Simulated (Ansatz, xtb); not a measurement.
## Ligand exchange: C3H7Br + C2H7AlS → C3H8S + C2H6AlBr

Gas-phase species: C3H7Br (1-bromopropane) `CCCBr`, singlet; C2H7AlS `C[CH2][AlH][SH]`, singlet; C3H8S (1-propanethiol) `CCCS`, singlet; C2H6AlBr `C[CH2][AlH][Br]`, singlet. The partners trade Br for SH: C–Br and Al–SH bonds give way to C–SH and Al–Br.

Shapes, held fixed at every level: PBE0-D4/def2-TZVP. Flexible molecules stand in one conformer, not always the lowest. Programs: Ansatz 0.2.0, xtb 6.7.1. Electronic energies: no zero-point or thermal term.

```
               level                    kind  ΔE (kJ/mol)  less CCSD(T)/def2-TZVPP  CPU time (sum over the molecules)
            GFN0-xTB          semi-empirical        +11.9                    +56.8                             0.21 s
       HF/def2-TZVPP            Hartree–Fock        -56.4                    -11.5                                  –
   PBE-D4/def2-TZVPP                     GGA        -42.2                     +2.7                               43 s
r2SCAN-D4/def2-TZVPP                meta-GGA        -45.9                     -1.0                               82 s
  PBE0-D4/def2-TZVPP           global hybrid        -46.9                     -2.0                               50 s
  wB97M-V/def2-TZVPP  range-separated hybrid        -48.9                     -4.0                            3.2 min
  wB97X-V/def2-TZVPP  range-separated hybrid        -48.8                     -3.9                            2.2 min
   B2PLYP/def2-TZVPP           double hybrid        -46.5                     -1.6                               91 s
  CCSD(T)/def2-TZVPP   coupled cluster or CI        -44.9                      0.0                                  –
```

The highest level, CCSD(T)/def2-TZVPP, gives ΔE = -44.9 kJ/mol; the levels span -56.4 to +11.9. They disagree on the sign: 1 of 9 are positive. The column of differences is taken from that level and isn't an error. No measured value is set beside it here. Relativity is left out for Br. Outer-core shells of Br are correlated, in sets that cover them unevenly. Times are processor times on shared x86 and Arm servers, and rough.
